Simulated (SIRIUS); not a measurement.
# Zr (Im-3m) in SIRIUS: notebook

Runs on Zr. Level: RPBE. Tasks: equation of state.

Program: SIRIUS 7.12.0. These are calculated values, not measurements. Logs are shortened: lines on timing, memory, paths and dates and some standing lists are left out, and cuts for length are marked. The log counts tension as positive stress, the text compression.

## Step 1: Starting point

It takes space group Im-3m (No. 229, cubic). Conventional cell: a = 3.620 Å, b = 3.620 Å, c = 3.620 Å, α = 90.00°, β = 90.00°, γ = 90.00°. Zr (site symmetry m-3m) has 8 Zr at 3.14 Å as nearest neighbours.

This isn't the form of Zr at room conditions, which is hcp.

## Step 2: Equation of state, RPBE, 22.30 Å³/atom (volume scaled by 0.94)

The input, sirius.json:

```json
{
  "control": {
    "processing_unit": "cpu",
    "std_evp_solver_name": "lapack",
    "gen_evp_solver_name": "lapack",
    "verbosity": 2,
    "print_forces": false,
    "ortho_rf": true,
    "use_second_variation": true,
    "rmt_max": 3.0,
    "num_bands_to_print": 14,
    "save_wf": true
  },
  "parameters": {
    "electronic_structure_method": "full_potential_lapwlo",
    "xc_functionals": ["XC_GGA_X_RPBE", "XC_GGA_C_PBE"],
    "core_relativity": "dirac",
    "valence_relativity": "iora",
    "num_fv_states": 14,
    "smearing": "fermi_dirac",
    "smearing_width": 0.0018374661,
    "pw_cutoff": 20,
    "gk_cutoff": 3.46,
    "lmax_apw": 10,
    "lmax_rho": 8,
    "lmax_pot": 8,
    "num_mag_dims": 0,
    "auto_rmt": 0,
    "ngridk": [10, 10, 10],
    "shiftk": [0, 0, 0],
    "num_dft_iter": 80,
    "energy_tol": 1e-07,
    "density_tol": 1e-05,
    "use_symmetry": true
  },
  "settings": {"tol_ne": 1e-10},
  "iterative_solver": {"type": "exact"},
  "mixer": {"type": "anderson", "beta": 0.5, "max_history": 8},
  "unit_cell": {
    "lattice_vectors": [
      [-3.3505805244, 3.3505805244, 3.3505805244],
      [3.3505805244, -3.3505805244, 3.3505805244],
      [3.3505805244, 3.3505805244, -3.3505805244]
    ],
    "atom_types": ["Zr"],
    "atom_files": {"Zr": "Zr.json"},
    "atoms": {"Zr": [[0.0, 0.0, 0.0]]}
  }
}
```

The input, Zr.json:

```json
{
  "name": "zirconium",
  "symbol": "Zr",
  "number": 40,
  "mass": 91.224,
  "rmin": 1e-06,
  "rmt": 2.54,
  "nrmt": 800,
  "rinf": 17.42,
  "core": "1s2s2p3s3p3d",
  "valence": [
    {"basis": [{"enu": 0.13, "dme": 0, "n": 0, "auto": 0}, {"enu": 0.13, "dme": 1, "n": 0, "auto": 0}]},
    {"l": 0, "n": 1, "basis": [{"enu": 0.23, "dme": 0, "n": 0, "auto": 0}]},
    {"l": 1, "n": 2, "basis": [{"enu": 0.23, "dme": 0, "n": 0, "auto": 0}]},
    {"l": 2, "n": 3, "basis": [{"enu": 0.23, "dme": 0, "n": 0, "auto": 0}]},
    {"l": 3, "n": 4, "basis": [{"enu": 0.23, "dme": 0, "n": 0, "auto": 0}]}
  ],
  "lo": [
    {"l": 0, "basis": [{"enu": 0.23, "dme": 0, "n": 0, "auto": 0}, {"enu": 0.23, "dme": 1, "n": 0, "auto": 0}]},
    {
      "l": 0,
      "basis": [{"enu": -1.6312, "dme": 0, "n": 4, "auto": 1}, {"enu": -1.6312, "dme": 1, "n": 4, "auto": 1}]
    },
    {
      "l": 0,
      "basis": [{"enu": -1.6312, "dme": 1, "n": 4, "auto": 1}, {"enu": 0.23, "dme": 0, "n": 0, "auto": 0}]
    },
    {"l": 0, "basis": [{"enu": 0.23, "dme": 0, "n": 0, "auto": 0}, {"enu": 2.71, "dme": 0, "n": 0, "auto": 0}]},
    {"l": 1, "basis": [{"enu": 0.23, "dme": 0, "n": 0, "auto": 0}, {"enu": 0.23, "dme": 1, "n": 0, "auto": 0}]},
    {
      "l": 1,
      "basis": [{"enu": -0.8259, "dme": 0, "n": 4, "auto": 1}, {"enu": -0.8259, "dme": 1, "n": 4, "auto": 1}]
    },
    {
      "l": 1,
      "basis": [{"enu": -0.8259, "dme": 1, "n": 4, "auto": 1}, {"enu": 0.23, "dme": 0, "n": 0, "auto": 0}]
    },
    {"l": 1, "basis": [{"enu": 0.23, "dme": 0, "n": 0, "auto": 0}, {"enu": 3.082, "dme": 0, "n": 0, "auto": 0}]},
    {"l": 2, "basis": [{"enu": 0.23, "dme": 0, "n": 0, "auto": 0}, {"enu": 0.23, "dme": 1, "n": 0, "auto": 0}]},
    {"l": 2, "basis": [{"enu": 0.23, "dme": 1, "n": 0, "auto": 0}, {"enu": 0.23, "dme": 2, "n": 0, "auto": 0}]},
    {"l": 2, "basis": [{"enu": 0.23, "dme": 0, "n": 0, "auto": 0}, {"enu": 2.648, "dme": 0, "n": 0, "auto": 0}]},
    {"l": 3, "basis": [{"enu": 0.23, "dme": 0, "n": 0, "auto": 0}, {"enu": 0.23, "dme": 1, "n": 0, "auto": 0}]},
    {"l": 3, "basis": [{"enu": 0.23, "dme": 0, "n": 0, "auto": 0}, {"enu": 2.927, "dme": 0, "n": 0, "auto": 0}]}
  ],
  "free_atom": [... radial grid and density of the free atom, the start of the SCF ...]
}
```

The input, sirius_start.json:

```json
{
  "control": {
    "processing_unit": "cpu",
    "std_evp_solver_name": "lapack",
    "gen_evp_solver_name": "lapack",
    "verbosity": 1,
    "print_forces": false,
    "ortho_rf": true,
    "use_second_variation": true,
    "rmt_max": 3.0,
    "num_bands_to_print": 14,
    "save_wf": false
  },
  "parameters": {
    "electronic_structure_method": "full_potential_lapwlo",
    "xc_functionals": ["XC_LDA_X", "XC_LDA_C_PW"],
    "core_relativity": "dirac",
    "valence_relativity": "iora",
    "num_fv_states": 14,
    "smearing": "fermi_dirac",
    "smearing_width": 0.0055123983,
    "pw_cutoff": 20,
    "gk_cutoff": 2.77,
    "lmax_apw": 10,
    "lmax_rho": 8,
    "lmax_pot": 8,
    "num_mag_dims": 0,
    "auto_rmt": 0,
    "ngridk": [4, 4, 4],
    "shiftk": [0, 0, 0],
    "num_dft_iter": 30,
    "energy_tol": 0.01,
    "density_tol": 0.05,
    "use_symmetry": true
  },
  "settings": {"tol_ne": 1e-10},
  "iterative_solver": {"type": "exact"},
  "mixer": {"type": "anderson", "beta": 0.5, "max_history": 8},
  "unit_cell": {
    "lattice_vectors": [
      [-3.3505805244, 3.3505805244, 3.3505805244],
      [3.3505805244, -3.3505805244, 3.3505805244],
      [3.3505805244, 3.3505805244, -3.3505805244]
    ],
    "atom_types": ["Zr"],
    "atom_files": {"Zr": "Zr.json"},
    "atoms": {"Zr": [[0.0, 0.0, 0.0]]}
  }
}
```

Potentials or basis: all-electron FP-LAPW, apw+lo standard.

Started as:

```console
$ OMP_NUM_THREADS=1 sirius.scf --input=sirius_start.json --output=start.json
$ OMP_NUM_THREADS=1 sirius.scf --input=sirius.json --output=output.json --task=1
```

The log of the run:

```text
[info] SIRIUS version : 7.12.0
[info] number of MPI ranks           : 1
[info] MPI grid                      : 1 1
[info] maximum number of OMP threads : 1
[fft] FFT context for density and potential
[fft] =====================================
[fft]   plane wave cutoff                     : 20
[fft]   grid size                             : 40 40 40   total : 64000
[fft]   grid limits                           : -19 20   -19 20   -19 20
[fft]   number of G-vectors within the cutoff : 20377
[fft]   number of G-shells                    : 543
[fft] FFT context for coarse grid
[fft] =====================================
[fft]   plane wave cutoff                     : 6.92
[fft]   grid size                             : 15 15 15   total : 3375
[fft]   grid limits                           : -7 7   -7 7   -7 7
[fft]   number of G-vectors within the cutoff : 887
[fft]   number of G-shells                    : 36
[unit cell] lattice vectors
[unit cell]   a1 :      -3.3505805244      3.3505805244      3.3505805244
[unit cell]   a2 :       3.3505805244     -3.3505805244      3.3505805244
[unit cell]   a3 :       3.3505805244      3.3505805244     -3.3505805244
[unit cell] reciprocal lattice vectors
[unit cell]   b1 :       0.0000000000      0.9376263697      0.9376263697
[unit cell]   b2 :       0.9376263697      0.0000000000      0.9376263697
[unit cell]   b3 :       0.9376263697      0.9376263697      0.0000000000
[unit cell] unit cell volume :       150.45969277 [a.u.^3]
[unit cell] 1/sqrt(omega)    :         0.08152483
[unit cell] MT volume        :        68.64197317 (45.62%)
[unit cell] IT volume        :        81.81771960 (54.38%)
[unit cell] number of atom types : 1
[unit cell] type id : 0 symbol : Zr mt_radius :   2.540000 num_atoms : 1
[unit cell] total number of atoms : 1
[unit cell] number of symmetry classes : 1
[unit cell] atom id  type id  class id             position                      vector_field
[unit cell] ------------------------------------------------------------------------------------------
[unit cell]      0        0        0      0.00000   0.00000   0.00000      0.00000   0.00000   0.00000
[unit cell] atom id         position (Cartesian, a.u.)
[unit cell] ---------------------------------------------
[unit cell]      0       0.000000    0.000000    0.000000
[unit cell] class id : 0 atom id : 0
[unit cell] minimum bond length:     5.803376
[sym] space group number   : 229
[sym] international symbol : Im-3m
[sym] Hall symbol          : -I 4 2 3
[sym] space group transformation matrix :
[sym]  -0.5000  0.5000  0.5000
[sym]   0.5000 -0.5000  0.5000
[sym]   0.5000  0.5000 -0.5000
[sym] space group origin shift :
[sym]   0.0000  0.0000  0.0000
[sym] number of space group operations  : 48
[sym] number of magnetic group operations : 48
[sym] metric tensor error: 0.0000e+00
[sym] rotation matrix error: 3.3307e-16
[sym]
[... 250 lines left out ...]
[find] SCF correction                 :       0.85435769
[find] Total energy                   :   -3599.46310399 (Ha),   -7198.92620799 (Ry)
[find] Free energy (E-TS)             :   -3599.46361648 (Ha),   -7198.92723296 (Ry)
[find] band gap (eV)                  :       0.00000000
[find] Efermi                         :       0.32291355
[find] iteration : 0, RMS (target) : 2.7738e-01 (1.0000e-05) , energy difference (target) : -3.5995e+03 (1.0000e-07)
[find] +------------------------------+
[find] | SCF iteration   1 out of  80|
[find] +------------------------------+
[generate_radial_functions] Linearization energies
[generate_radial_functions] Atom : Zr, class id : 0
[generate_radial_functions] augmented waves
[generate_radial_functions] local orbitals
[generate_radial_functions] {l: 0, n: 4, enu: -1.43913, dme: 0, auto: 1}
[generate_radial_functions] {l: 0, n: 4, enu: -1.43913, dme: 1, auto: 1}
[generate_radial_functions] {l: 0, n: 4, enu: -1.43913, dme: 1, auto: 1}
[generate_radial_functions] {l: 1, n: 4, enu: -0.623074, dme: 0, auto: 1}
[generate_radial_functions] {l: 1, n: 4, enu: -0.623074, dme: 1, auto: 1}
[generate_radial_functions] {l: 1, n: 4, enu: -0.623074, dme: 1, auto: 1}
[diagonalize] Lowest band energies
[diagonalize] ik:    0   -1.446844   -0.618416   -0.618416   -0.618416    0.132987    0.374709    0.374709    0.374709    0.469403    0.469403    0.791059    0.791059    0.791059    1.141362
[diagonalize] ik:    1   -1.446220   -0.622585   -0.619677   -0.618452    0.145910    0.366103    0.371199    0.387375    0.457365    0.469315    0.801917    0.814306    0.821955    1.057862
[diagonalize] ik:    2   -1.444575   -0.633156   -0.622926   -0.618543    0.179509    0.346201    0.356039    0.424043    0.448948    0.471287    0.811350    0.863819    0.877484    0.996590
[diagonalize] ik:    3   -1.442521   -0.645652   -0.626875   -0.618667    0.214800    0.325303    0.346945    0.458832    0.478497    0.479827    0.774025    0.824345    0.967531    1.015875
[diagonalize] ik:    4   -1.440841   -0.655356   -0.629997   -0.618770    0.226414    0.310555    0.372764    0.469631    0.489556    0.542344    0.725244    0.759780    0.910097    1.039342
[diagonalize] ...
[diagonalize] ik:   42   -1.437148   -0.650670   -0.641097   -0.637057    0.256720    0.270307    0.416580    0.427002    0.558177    0.605113    0.687469    0.744372    0.926694    0.964385
[diagonalize] ik:   43   -1.436786   -0.648381   -0.644553   -0.638090    0.254983    0.258820    0.415713    0.479715    0.525319    0.616552    0.696980    0.714996    0.942062    0.981332
[diagonalize] ik:   44   -1.436442   -0.646203   -0.643391   -0.643391    0.246749    0.250813    0.475402    0.475402    0.525007    0.564104    0.719234    0.719234    0.916939    1.000143
[diagonalize] ik:   45   -1.435972   -0.647387   -0.644747   -0.643649    0.239977    0.242066    0.490819    0.493930    0.551916    0.615013    0.653434    0.673728    0.942138    0.996088
[diagonalize] ik:   46   -1.435522   -0.646128   -0.646128   -0.646128    0.232234    0.232234    0.549518    0.549518    0.549518    0.616375    0.616375    0.616375    0.909021    1.015796
[generate_core_charge_density] atom class : 0
[generate_core_charge_density]   n,l,k : 1 0 1  energy :        -654.28160334
[generate_core_charge_density]   n,l,k : 2 0 1  energy :         -90.15601207
[generate_core_charge_density]   n,l,k : 2 1 1  energy :         -82.46612554
[generate_core_charge_density]   n,l,k : 2 1 2  energy :         -79.31102099
[generate_core_charge_density]   n,l,k : 3 0 1  energy :         -14.30836436
[generate_core_charge_density]   n,l,k : 3 1 1  energy :         -11.44681716
[generate_core_charge_density]   n,l,k : 3 1 2  energy :         -10.94453544
[generate_core_charge_density]   n,l,k : 3 2 2  energy :          -5.90597496
[generate_core_charge_density]   n,l,k : 3 2 3  energy :          -5.81421144
[find] Total energy                   :   -3599.46312946 (Ha),   -7198.92625893 (Ry)
[find] iteration : 1, RMS (target) : 1.3504e-01 (1.0000e-05) , energy difference (target) : -2.5471e-05 (1.0000e-07)
[find] Total energy                   :   -3599.46312447 (Ha),   -7198.92624893 (Ry)
[find] iteration : 2, RMS (target) : 3.5871e-03 (1.0000e-05) , energy difference (target) : 4.9973e-06 (1.0000e-07)
[find] Total energy                   :   -3599.46312576 (Ha),   -7198.92625152 (Ry)
[find] iteration : 3, RMS (target) : 7.8783e-04 (1.0000e-05) , energy difference (target) : -1.2908e-06 (1.0000e-07)
[find] Total energy                   :   -3599.46312598 (Ha),   -7198.92625197 (Ry)
[find] iteration : 4, RMS (target) : 8.3082e-05 (1.0000e-05) , energy difference (target) : -2.2520e-07 (1.0000e-07)
[... 12 lines left out ...]
[find] valence_eval_sum               :      -5.46934167
[find] core_eval_sum                  :   -2124.52349402
[find] kinetic energy                 :    3719.30547904
[find] enuc                           :   -4354.02642092
[find] <rho|V^{XC}>                   :    -149.05600316
[find] <rho|E^{XC}>                   :    -114.62102816
[find] <mag|B^{XC}>                   :       0.00000000
[find] <rho|V^{H}>                    :   -5700.24231157
[find] smearing (-TS)                 :      -0.00052034
[find] SCF correction                 :      -0.00000015
[find] Total energy                   :   -3599.46312598 (Ha),   -7198.92625196 (Ry)
[find] Free energy (E-TS)             :   -3599.46364632 (Ha),   -7198.92729265 (Ry)
[find] band gap (eV)                  :       0.00000000
[find] Efermi                         :       0.34345430
[find] iteration : 6, RMS (target) : 8.1200e-07 (1.0000e-05) , energy difference (target) : 1.6403e-09 (1.0000e-07)
[find] converged after 7 SCF iterations!
[find] Charges and magnetic moments
[find] --------------------------------------------------------------------------------
[find] atom      charge    core leakage
[find] --------------------------------------------------------------------------------
[find]    0   37.891648    4.406382e-06
[find] total core leakage    : 4.40638211e-06
[find] interstitial charge   : 2.108346
[find] total charge          : 39.999994
[find] Energy
[find] --------------------------------------------------------------------------------
[find] valence_eval_sum               :      -5.46934167
[find] core_eval_sum                  :   -2124.52349402
[find] kinetic energy                 :    3719.30547904
[find] enuc                           :   -4354.02642092
[find] <rho|V^{XC}>                   :    -149.05600316
[find] <rho|E^{XC}>                   :    -114.62102816
[find] <mag|B^{XC}>                   :       0.00000000
[find] <rho|V^{H}>                    :   -5700.24231157
[find] smearing (-TS)                 :      -0.00052034
[find] SCF correction                 :      -0.00000015
[find] Total energy                   :   -3599.46312598 (Ha),   -7198.92625196 (Ry)
[find] Free energy (E-TS)             :   -3599.46364632 (Ha),   -7198.92729265 (Ry)
[find] band gap (eV)                  :       0.00000000
[find] Efermi                         :       0.34345430
```

Wall time 24 s (1 thread of Arm Neoverse V1, shared host); peak memory 0.3 GiB.

What came out:

| Quantity | Value |
| --- | --- |
| Free energy | -97946.3956 eV |
| Band gap on the k mesh | none (metal or under the smearing width) |
| All electrons inside the program's atomic spheres | Zr 37.89 (radii Zr 2.54 bohr) |

## Step 3: Equation of state, RPBE, 22.77 Å³/atom (volume scaled by 0.96)

sirius.json, as its differences from that of step 2:

```diff
@@ -40,5 +40,5 @@
     "lattice_vectors": [
-      [-3.3505805244, 3.3505805244, 3.3505805244],
-      [3.3505805244, -3.3505805244, 3.3505805244],
-      [3.3505805244, 3.3505805244, -3.3505805244]
+      [-3.3741769392, 3.3741769392, 3.3741769392],
+      [3.3741769392, -3.3741769392, 3.3741769392],
+      [3.3741769392, 3.3741769392, -3.3741769392]
     ],
```

The input, Zr.json:

```json
{
  "name": "zirconium",
  "symbol": "Zr",
  "number": 40,
  "mass": 91.224,
  "rmin": 1e-06,
  "rmt": 2.54,
  "nrmt": 800,
  "rinf": 17.42,
  "core": "1s2s2p3s3p3d",
  "valence": [
    {"basis": [{"enu": 0.12, "dme": 0, "n": 0, "auto": 0}, {"enu": 0.12, "dme": 1, "n": 0, "auto": 0}]},
    {"l": 0, "n": 1, "basis": [{"enu": 0.22, "dme": 0, "n": 0, "auto": 0}]},
    {"l": 1, "n": 2, "basis": [{"enu": 0.22, "dme": 0, "n": 0, "auto": 0}]},
    {"l": 2, "n": 3, "basis": [{"enu": 0.22, "dme": 0, "n": 0, "auto": 0}]},
    {"l": 3, "n": 4, "basis": [{"enu": 0.22, "dme": 0, "n": 0, "auto": 0}]}
  ],
  "lo": [
    {"l": 0, "basis": [{"enu": 0.22, "dme": 0, "n": 0, "auto": 0}, {"enu": 0.22, "dme": 1, "n": 0, "auto": 0}]},
    {
      "l": 0,
      "basis": [{"enu": -1.6412, "dme": 0, "n": 4, "auto": 1}, {"enu": -1.6412, "dme": 1, "n": 4, "auto": 1}]
    },
    {
      "l": 0,
      "basis": [{"enu": -1.6412, "dme": 1, "n": 4, "auto": 1}, {"enu": 0.22, "dme": 0, "n": 0, "auto": 0}]
    },
    {"l": 0, "basis": [{"enu": 0.22, "dme": 0, "n": 0, "auto": 0}, {"enu": 2.7, "dme": 0, "n": 0, "auto": 0}]},
    {"l": 1, "basis": [{"enu": 0.22, "dme": 0, "n": 0, "auto": 0}, {"enu": 0.22, "dme": 1, "n": 0, "auto": 0}]},
    {
      "l": 1,
      "basis": [{"enu": -0.8359, "dme": 0, "n": 4, "auto": 1}, {"enu": -0.8359, "dme": 1, "n": 4, "auto": 1}]
    },
    {
      "l": 1,
      "basis": [{"enu": -0.8359, "dme": 1, "n": 4, "auto": 1}, {"enu": 0.22, "dme": 0, "n": 0, "auto": 0}]
    },
    {"l": 1, "basis": [{"enu": 0.22, "dme": 0, "n": 0, "auto": 0}, {"enu": 3.072, "dme": 0, "n": 0, "auto": 0}]},
    {"l": 2, "basis": [{"enu": 0.22, "dme": 0, "n": 0, "auto": 0}, {"enu": 0.22, "dme": 1, "n": 0, "auto": 0}]},
    {"l": 2, "basis": [{"enu": 0.22, "dme": 1, "n": 0, "auto": 0}, {"enu": 0.22, "dme": 2, "n": 0, "auto": 0}]},
    {"l": 2, "basis": [{"enu": 0.22, "dme": 0, "n": 0, "auto": 0}, {"enu": 2.638, "dme": 0, "n": 0, "auto": 0}]},
    {"l": 3, "basis": [{"enu": 0.22, "dme": 0, "n": 0, "auto": 0}, {"enu": 0.22, "dme": 1, "n": 0, "auto": 0}]},
    {"l": 3, "basis": [{"enu": 0.22, "dme": 0, "n": 0, "auto": 0}, {"enu": 2.917, "dme": 0, "n": 0, "auto": 0}]}
  ],
  "free_atom": [... radial grid and density of the free atom, the start of the SCF ...]
}
```

sirius_start.json, as its differences from that of step 2:

```diff
@@ -40,5 +40,5 @@
     "lattice_vectors": [
-      [-3.3505805244, 3.3505805244, 3.3505805244],
-      [3.3505805244, -3.3505805244, 3.3505805244],
-      [3.3505805244, 3.3505805244, -3.3505805244]
+      [-3.3741769392, 3.3741769392, 3.3741769392],
+      [3.3741769392, -3.3741769392, 3.3741769392],
+      [3.3741769392, 3.3741769392, -3.3741769392]
     ],
```

Potentials or basis: all-electron FP-LAPW, apw+lo standard.

Started as:

```console
$ OMP_NUM_THREADS=1 sirius.scf --input=sirius_start.json --output=start.json
$ OMP_NUM_THREADS=1 sirius.scf --input=sirius.json --output=output.json --task=1
```

Wall time 23 s (1 thread of Arm Neoverse V1, shared host); peak memory 0.3 GiB.

It converged, with:

| Quantity | Value |
| --- | --- |
| Free energy | -97946.4048 eV |
| Band gap on the k mesh | none (metal or under the smearing width) |
| All electrons inside the program's atomic spheres | Zr 37.86 (radii Zr 2.54 bohr) |

(Continued in part 2 of 2.)
